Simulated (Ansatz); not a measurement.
# Hg2Pb: the cost of one run

Method: DFT PBE, scalar-relativistic, plane waves, PAW, in Ansatz 0.2.0.

3 further runs of the same task are left out: 1 that didn't finish, 2 set aside as unsound or not needed.

## 1. The structure to begin with

It takes space group P-3m1 (No. 164, trigonal). The conventional cell has a = 3.499 Å, b = 3.499 Å, c = 8.054 Å, α = 90.00°, β = 90.00°, γ = 120.00°. Hg (site symmetry 3m) has 9 Hg at 3.23 to 3.50 Å and 3 Pb at 3.43 Å as nearest neighbours. Pb (site symmetry -3m) is surrounded by 6 Hg at 3.43 Å and 6 Pb at 3.50 Å.

As a file:

```
CELL_PARAMETERS angstrom
3.49889 0.00000 0.00000
-1.74945 3.03013 0.00000
0.00000 0.00000 8.05422
ATOMIC_POSITIONS crystal
Hg 0.33333 0.66667 0.34349
Hg 0.66667 0.33333 0.65651
Pb 0.00000 0.00000 0.00000
```

It is the end of an earlier relaxation with the same method, from a generated guess; it needn't be the stable form of this composition. At a tolerance of 0.05 Å it has space group P-3m1 (No. 164); it has 28.46 Å³/atom, an uncorrected energy of +0.02 eV/atom over the elements.

## 2. Electronic structure at the relaxed geometry

Input file input.yaml:

```yaml
crystal:
  lattice:
    - [3.4988908114, 0.0, 0.0]
    - [-1.7494454057, 3.0301283278, 0.0]
    - [0.0, 0.0, 8.0542193985]
  atoms:
    - { symbol: Hg, position: [0.3333333333, 0.6666666667, 0.3434939633] }
    - { symbol: Hg, position: [0.6666666667, 0.3333333333, 0.6565060367] }
    - { symbol: Pb, position: [0.0, 0.0, 0.0] }
basis:
  ecutwfc: 420
kpoints:
  mp_grid: { grid: [18, 18, 6] }
  band_path:
    path:
      - [[0.0, 0.0, 0.0], [0.5, 0.0, 0.0], [0.33333333, 0.33333333, 0.0], [0.0, 0.0, 0.0], [0.0, 0.0, 0.5], [0.5, 0.0, 0.5], [0.33333333, 0.33333333, 0.5], [0.0, 0.0, 0.5]]
      - [[0.5, 0.0, 0.5], [0.5, 0.0, 0.0]]
      - [[0.33333333, 0.33333333, 0.5], [0.33333333, 0.33333333, 0.0]]
    npoints: 14
hamiltonian:
  xc: pbe
scf:
  occupations: { method: gaussian, width: 0.1 }
  n_extra_bands: 7
output:
  forces: true
  stress: true
  eigenvalues: true
  populations: true
  dos: { projected: true, de: 0.02, nscf_kmesh: { grid: [22, 22, 8] } }
  bader: true
```

On the command line:

```sh
$ ansatz run input.yaml --threads 1 --pin off --max-ram 2560MiB --backend cpu --events-out ev --progress --plain --runs-dir out
```

**Question.** How long does this run take on 1 thread of Arm Neoverse N1, shared host, and how much memory does it need?

About 2.2 min, with a peak of 0.88 GiB.
